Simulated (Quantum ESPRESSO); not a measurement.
Input of a Quantum ESPRESSO 7.5 run:

Contents of pw.in:

```
&CONTROL
  calculation = 'scf'
  prefix = 'pwscf'
  outdir = './tmp'
  pseudo_dir = './pseudo'
  tprnfor = .true.
  tstress = .true.
  disk_io = 'nowf'
/
&SYSTEM
  ibrav = 0
  A = 3.17
  nat = 3
  ntyp = 2
  ecutwfc = 45
  ecutrho = 360
  nbnd = 18
  occupations = 'smearing'
  smearing = 'fd'
  degauss = 0.00367493
/
&ELECTRONS
  conv_thr = 6d-10
  electron_maxstep = 120
  mixing_beta = 0.3
/
ATOMIC_SPECIES
Zr    91.2240 zr_pbesol_v1.uspp.F.UPF
B     10.8100 b_pbesol_v1.4.uspp.F.UPF
CELL_PARAMETERS alat
   1.0000000000    0.0000000000    0.0000000000
  -0.5000000000    0.8660254038    0.0000000000
   0.0000000000    0.0000000000    1.1145110410
ATOMIC_POSITIONS alat
Zr     0.0000000000    0.0000000000    0.0000000000
B      0.5000000000    0.2886751346    0.5572555205
B     -0.0000000001    0.5773502692    0.5572555205
K_POINTS automatic
10 10 8 0 0 0
HUBBARD {atomic}
U Zr-4d 1.0
```

Potentials or basis: GBRV 1.5 PBEsol.

The run is started by

```bash
$ OMP_NUM_THREADS=1 mpirun -n 2 pw.x -nk 2 -in pw.in > pw.out
```

Task: What does it give for the pressure?

Result: -4.8 GPa.

Task: Estimate the band gap on the k mesh.

Result: None (metal or under the smearing width).

Eigenvalues of the final occupation matrices:
| site | spin | trace | eigenvalues |
| --- | --- | --- | --- |
| Zr 1 4d | each | 2.81 | 0.51 0.56 0.56 0.58 0.58 |

Caveat: U without spin polarisation on a metal has little footing; the U is typed as a test and isn't derived for this compound.
